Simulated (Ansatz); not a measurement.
A computed series for LaAlO3: pressure series

Base system: LaAlO3 (space group R-3c, No. 167; a = 5.368 Å, c = 13.110 Å (hexagonal axes)).

Cell and atoms are relaxed at each pressure.

All numbers come from r2SCAN (Ansatz, an electronic-structure program), no spin-orbit coupling.

Notes on the quantities. enthalpy: H = E + PV relative to the base's energy.

| case | enthalpy | band gap | volume per atom |
|---|---|---|---|
| base | – | 4.39 eV | 10.91 Å³ |
| pressure −2 GPa | -0.14 eV/atom | 4.40 eV | 11.02 Å³ |
| pressure −1 GPa | -0.07 eV/atom | 4.39 eV | 10.96 Å³ |
| pressure 1.8 GPa | +0.12 eV/atom | 4.37 eV | 10.81 Å³ |
| pressure 4.2 GPa | +0.28 eV/atom | 4.35 eV | 10.69 Å³ |
| pressure 9 GPa | +0.60 eV/atom | 4.32 eV | 10.47 Å³ |
| pressure 30 GPa | +1.92 eV/atom | 4.23 eV | 9.71 Å³ |
| pressure 45 GPa | +2.81 eV/atom | 4.24 eV | 9.31 Å³ |
| pressure 60 GPa | +3.66 eV/atom | 4.25 eV | 8.98 Å³ |

Load acts through the strain it causes; cell and atoms are relaxed under it. Stability against distortions was not tested. Competing high-pressure phases were not computed. Along this pressure series the structure jumps between pressure 18 GPa and pressure 30 GPa; cells beyond that are another form of it.
